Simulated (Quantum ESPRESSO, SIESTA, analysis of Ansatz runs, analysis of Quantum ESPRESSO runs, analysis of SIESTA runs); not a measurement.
# Al_Si in SiC (F-43m): how far do the levels depend on the basis and the program? (SIESTA and Quantum ESPRESSO), part 3 of 3

We place the charge-transition levels of Al_Si in SiC (F-43m) with atom-centred orbitals, then repeat the energies at other levels of method to see what holds. Model: a cell of 54 host atoms with 1 Si taken out and 1 Al put in.

SIESTA and Quantum ESPRESSO ; SIESTA numerical-orbital DFT, PBEsol, DZP basis, PseudoDojo 0.4.1 potentials converted to PSML; charged supercells in a uniform background, point-charge correction with alignment at far sites.

So far. Step 3 (Relaxing each charge state): Against the host's sites the lattice moves most at charge 0 (0.09 Å); the smallest move among the states is 0.08 Å. Step 4 (Corrections and levels): So at this level: (0/−1) at 0.23 eV (-0.03 without the correction), in a gap of 1.23 eV. Before or after the correction (0/−1) lies near a band edge or past it: the carrier may then sit in a band, where the correction doesn't apply, so this need not be the level of a bound state.

### 5. Quantum ESPRESSO, plane waves, PBEsol, 2×2×2

Level of this step: Quantum ESPRESSO plane-wave DFT, PBEsol, PseudoDojo 0.4.1 SR PBEsol standard potentials; single point of a defect supercell at fixed charge in a uniform background (Quantum ESPRESSO).

The same functional and the same PseudoDojo potentials in plane waves, on the same structures: what changes is the basis alone.

pw.in reads:

```
&CONTROL
  calculation = 'scf'
  prefix = 'pwscf'
  outdir = './tmp'
  pseudo_dir = './pseudo'
  tprnfor = .true.
  disk_io = 'low'
/
&SYSTEM
  ibrav = 0
  nat = 54
  ntyp = 3
  ecutwfc = 82
  nbnd = 112
  occupations = 'smearing'
  smearing = 'fd'
  degauss = 0.00073499
  tot_charge = -1
  nosym = .true.
/
&ELECTRONS
  conv_thr = 5d-08
  electron_maxstep = 100
  mixing_beta = 0.5
/
ATOMIC_SPECIES
Si    28.0850 Si.upf
C     12.0110 C.upf
Al    26.9815 Al.upf
CELL_PARAMETERS angstrom
   0.0000030000    6.5644080000    6.5644080000
   6.5644080000    0.0000030000    6.5644080000
   6.5644080000    6.5644080000    0.0000030000
ATOMIC_POSITIONS crystal
Si     0.0003919623    0.0004362923   -0.0003671316
C      0.0834857270    0.0841829722    0.0832854042
[... 2 atom lines left out ...]
Si     0.0001380172   -0.0019620970    0.6679205504
[... 12 atom lines left out ...]
C      0.0742485616    0.7531216659    0.7532535895
[... 11 atom lines left out ...]
C      0.4207373142    0.4065735020    0.7531881609
[... 3 atom lines left out ...]
C      0.4201991087    0.7533989950    0.4064095878
Al     0.3340730805    0.6663135501    0.6661784275
C      0.4201728276    0.7535415030    0.7527754016
[... 17 atom lines left out ...]
C      0.7505397862    0.7496352107    0.7495610227
K_POINTS automatic
2 2 2 1 1 1
```

pp_potential.in reads:

```
&INPUTPP
  prefix = 'pwscf'
  outdir = './tmp'
  filplot = 'potential.dat'
  plot_num = 11
/
&PLOT
  nfile = 1
  filepp(1) = 'potential.dat'
  iflag = 3
  output_format = 6
  fileout = 'potential.cube'
/
```

Command:

```sh
> OMP_NUM_THREADS=1 pw.x -in pw.in > pw.out
> OMP_NUM_THREADS=1 pp.x -in pp_potential.in > pp_potential.out
```

What it wrote:

```text
This program is part of the open-source Quantum ESPRESSO suite
     for quantum simulation of materials; please cite
         "P. Giannozzi et al., J. Phys.:Condens. Matter 21 395502 (2009);
         "P. Giannozzi et al., J. Phys.:Condens. Matter 29 465901 (2017);
         "P. Giannozzi et al., J. Chem. Phys. 152 154105 (2020);
          URL
     in publications or presentations arising from this work. More details at

     Subspace diagonalization in iterative solution of the eigenvalue problem:
     a serial algorithm will be used

     G-vector sticks info
     --------------------
     sticks:   dense  smooth     PW     G-vecs:    dense   smooth      PW
     Sum        6961    6961   1813               383135   383135   51253

     Using Slab Decomposition

     bravais-lattice index     =            0
     lattice parameter (alat)  =      17.5432  a.u.
     unit-cell volume          =    3817.7985 (a.u.)^3
     number of atoms/cell      =           54
     number of atomic types    =            3
     number of electrons       =       216.00
     number of Kohn-Sham states=          112
     kinetic-energy cutoff     =      82.0000  Ry
     charge density cutoff     =     328.0000  Ry
     scf convergence threshold =      5.0E-08
     mixing beta               =       0.5000
     number of iterations used =            8  plain     mixing
     Exchange-correlation= PBESOL
                           (   1   4  10   8   0   0   0)

     celldm(1)=  17.543225  celldm(2)=   0.000000  celldm(3)=   0.000000
     celldm(4)=   0.000000  celldm(5)=   0.000000  celldm(6)=   0.000000

     crystal axes: (cart. coord. in units of alat)
               a(1) = (   0.000000   0.707107   0.707107 )
               a(2) = (   0.707107   0.000000   0.707107 )
               a(3) = (   0.707107   0.707107   0.000000 )

     reciprocal axes: (cart. coord. in units 2 pi/alat)
               b(1) = ( -0.707107  0.707107  0.707107 )
               b(2) = (  0.707107 -0.707107  0.707107 )
               b(3) = (  0.707107  0.707107 -0.707107 )

     PseudoPot. # 1 for Si read from file:
     Si.upf
     Pseudo is Norm-conserving + core correction, Zval =  4.0
     Generated using ONCVPSP code by D. R. Hamann
     Using radial grid of 1510 points,  6 beta functions with:
                l(1) =   0
                l(2) =   0
                l(3) =   1
                l(4) =   1
                l(5) =   2
                l(6) =   2

     PseudoPot. # 2 for C  read from file:
     C.upf
     Pseudo is Norm-conserving + core correction, Zval =  4.0
     Generated using ONCVPSP code by D. R. Hamann
     Using radial grid of 1248 points,  4 beta functions with:
[...]
PseudoPot. # 3 for Al read from file:
     Al.upf
     Pseudo is Norm-conserving + core correction, Zval =  3.0
     Generated using ONCVPSP code by D. R. Hamann
     Using radial grid of 1876 points,  6 beta functions with:
[...]
l(4) =   1
                l(5) =   2
                l(6) =   2

     atomic species   valence    mass     pseudopotential
     Si                4.00    28.08500     Si( 1.00)
     C                 4.00    12.01100     C ( 1.00)
     Al                3.00    26.98150     Al( 1.00)

     No symmetry found

   Cartesian axes

     site n.     atom                  positions (alat units)
         1        Si     tau(   1) = (   0.0000489   0.0000176   0.0005857  )
         2        C      tau(   2) = (   0.1184181   0.1179250   0.1185597  )
         3        Si     tau(   3) = (   0.2361203   0.2362781   0.0005331  )
         4        C      tau(   4) = (   0.3538624   0.3541574   0.1184160  )
         5        Si     tau(   5) = (   0.4709037   0.4723887  -0.0012896  )
         6        C      tau(   6) = (   0.5894011   0.5893323   0.1184108  )
         7        Si     tau(   7) = (   0.2363724   0.0001869   0.2368462  )
[...]
iteration #  2     ecut=    82.00 Ry     beta= 0.50
     Davidson diagonalization with overlap
     ethr =  4.98E-03,  avg # of iterations =  2.0

     total energy              =    -549.16924758 Ry
     estimated scf accuracy    <       0.38448814 Ry

     iteration #  3     ecut=    82.00 Ry     beta= 0.50
     Davidson diagonalization with overlap
     ethr =  1.78E-04,  avg # of iterations =  2.0

     total energy              =    -549.17401989 Ry
     estimated scf accuracy    <       0.11689654 Ry

     iteration #  4     ecut=    82.00 Ry     beta= 0.50
     Davidson diagonalization with overlap
     ethr =  5.41E-05,  avg # of iterations =  7.2

     total energy              =    -549.19081323 Ry
     estimated scf accuracy    <       0.01509187 Ry

     iteration #  5     ecut=    82.00 Ry     beta= 0.50
     Davidson diagonalization with overlap
     ethr =  6.99E-06,  avg # of iterations =  6.2

     total energy              =    -549.19090924 Ry
     estimated scf accuracy    <       0.00869692 Ry

     iteration #  6     ecut=    82.00 Ry     beta= 0.50
     Davidson diagonalization with overlap
     ethr =  4.03E-06,  avg # of iterations =  6.5

     total energy              =    -549.19119127 Ry
     estimated scf accuracy    <       0.00079320 Ry

[...]
total energy              =    -549.19180507 Ry
[...]
iteration # 11     ecut=    82.00 Ry     beta= 0.50
     Davidson diagonalization with overlap
     ethr =  6.15E-09,  avg # of iterations =  2.0

     total energy              =    -549.19180848 Ry
     estimated scf accuracy    <       0.00000006 Ry

     iteration # 12     ecut=    82.00 Ry     beta= 0.50
     Davidson diagonalization with overlap
     ethr =  2.62E-11,  avg # of iterations =  7.0

     total energy              =    -549.19180856 Ry
     estimated scf accuracy    <       0.00000031 Ry

     iteration # 13     ecut=    82.00 Ry     beta= 0.50
     Davidson diagonalization with overlap
     ethr =  2.62E-11,  avg # of iterations =  3.0

     End of self-consistent calculation

          k = 0.1768 0.1768 0.1768 ( 47834 PWs)   bands (ev):

    -5.9627  -4.9129  -4.2666  -4.2663  -4.2195  -3.9038  -3.9034  -3.8114
    -3.6326  -3.6324  -3.4480  -3.0753  -2.6232  -2.6229  -2.4572  -2.2228
    -2.2224  -2.0814  -1.5285  -1.5277  -1.4979  -1.4003  -1.3998  -1.2931
    -1.2085  -1.2079  -1.1284   1.4627   1.9199   1.9204   1.9482   1.9531
     1.9556   1.9827   1.9844   1.9920   2.1366   2.2680   2.2682   2.4426
     2.6011   2.6013   2.8077   3.2404   3.2407   3.5245   3.7281   3.7285
[...]
k =-0.1768-0.1768 0.5303 ( 47855 PWs)   bands (ev):

[...]
k =-0.1768 0.5303-0.1768 ( 47855 PWs)   bands (ev):

[...]
k =-0.5303 0.1768 0.1768 ( 47855 PWs)   bands (ev):

[...]
7.3417   7.3822   7.4351   7.5705   7.6379   7.6539   7.6854   7.7198
     7.7538   7.8576   7.8864   7.9425   8.1219   8.2052   8.4397   8.4915
     8.6296   8.7297   8.9926   9.1702  10.9710  12.1839  12.1923  12.7240

     the Fermi energy is    10.4632 ev

!    total energy              =    -549.19180861 Ry
     estimated scf accuracy    <          1.4E-09 Ry
     smearing contrib. (-TS)   =       0.00000000 Ry
     internal energy E=F+TS    =    -549.19180861 Ry

     The total energy is F=E-TS. E is the sum of the following terms:
     one-electron contribution =     147.26157081 Ry
     hartree contribution      =      63.04492332 Ry
     xc contribution           =    -202.18034460 Ry
     ewald contribution        =    -557.31795815 Ry

     convergence has been achieved in  13 iterations

     Forces acting on atoms (cartesian axes, Ry/au):

     atom    1 type  1   force =    -0.00088369    0.00026436   -0.00033948
     atom    2 type  2   force =    -0.00036980   -0.00001745   -0.00054942
     atom    3 type  1   force =    -0.00034405    0.00030181   -0.00031197
     atom    4 type  2   force =    -0.00007020   -0.00097063   -0.00023746
     atom    5 type  1   force =    -0.00043788    0.00023834   -0.00131664
     atom    6 type  2   force =     0.00013056    0.00024389   -0.00028657
[...]
atom   52 type  2   force =     0.00012206    0.00013450    0.00093884
     atom   53 type  1   force =     0.00151979   -0.00098850   -0.00087960
     atom   54 type  2   force =     0.00002366    0.00008678    0.00025606

     Total force =     0.013533     Total SCF correction =     0.000040

=------------------------------------------------------------------------------=
   JOB DONE.
=------------------------------------------------------------------------------=
```

Run time: 24 min. Hardware: 1 MPI rank of AMD EPYC 7R43, shared host; peak memory 1.6 GiB.

On the kept structures the largest force at this level is 0.15 eV/Å, so they are not at rest here, and a relaxation would lower the states by unlike amounts.

At charge 0 filled and empty levels, counted over both spins and all k-points, touch or overlap: the last carrier shares a level or a band, or the held moment keeps an electron of one spin above an empty level of the other.

By state, in eV; the first energy still holds the atoms taken out or put in:

```tsv
charge	moment (μB)	energy over the host, electrons at the valence top	point-charge term	potential shift at far sites	its spread	correction
−1	0	53.813	0.241	-0.027	0.015	0.268
0	1	53.862	0.000	-	-	0.000
```

Against the first level the gap goes from 1.23 to 1.25 eV, and the level that moves most, (0/−1), from 0.23 to 0.22 eV.

### 6. Side by side

Gap and levels in eV, each above its own valence top, and the processor time of the defect runs (shared machines):

```tsv
level of method	gap	(0/−1)	runs	core time
SIESTA, PBEsol, DZP, 2×2×2	1.23	0.23	relaxations	1.7 h
Quantum ESPRESSO, plane waves, PBEsol, 2×2×2	1.25	0.22	single points	73 min
```

### 7. Outcome

- gap of the host (SIESTA, PBEsol): 1.23 eV
- largest difference in a level, orbitals against plane waves: 0.01 eV
- difference in the gap, orbitals less plane waves: -0.02 eV
- level (0/minus 1), SIESTA, PBEsol, DZP, 2×2×2: 0.23 eV above the valence top, near a band edge before or after the correction

In words: At the level trusted most (SIESTA, PBEsol, DZP, 2×2×2) the charge changes at 0.23 eV (0/−1) above the valence top, in a gap of 1.23 eV. Without the point-charge correction (0/−1) would lie near a band edge or past it, so the depth rests on a correction that holds for a bound carrier alone. At charge 0, 64 % of the majority spin on the atoms lies within 4 Å of the centre, against 59 % for an even spread over the atoms of the kind that holds most of it, so that carrier is spread as in a band, and the levels next to it are no levels of a bound state. Orbitals and plane waves agree on the levels within 0.01 eV ((0/−1) differs most) and on the gap within 0.02 eV, so the orbital basis serves for these levels. Of the charges placed (−1 and 0), the lowest changes at 0.23 eV (0/−1) above the valence top, in a gap of 1.23 eV. (0/−1) reaches a band edge before or after the correction; the carrier may then sit in a band, where the point-charge correction doesn't apply and the value depends on how these k-points fill the band, which is not corrected here. Only the charges −1 and 0 were placed; others may be stable too. Compounds of Al with the host's elements are not counted; they lower the chemical potential of the dopant and raise these formation energies. Keep in mind: PBEsol makes the gap too small and tends to spread out bound carriers.

[Logs are printed without paths, hosts, clocks, repeated set-up lines and the standing remarks that a program may print on its own settings, such as how far it seeks lower states.]

[Hosts, paths, dates, database ids (printed as entryN), source tags and the programs' standing remarks are cut or masked in the printed files.]

[For some hosts the program warned that the k-mesh of the response run may be too coarse for force constants and the static dielectric constant; such warnings are not shown here.]

[Charge tables in the logs are Mulliken or Hirshfeld populations, whose sizes and signs can differ; where basis functions stand at a vacancy, SIESTA counts their charge against the missing atom's valence.]

[In relaxation paths of CP2K, step 0 can be the structure after the first move, since the trajectory file begins there, and the last row can be the final structure solved once more.]
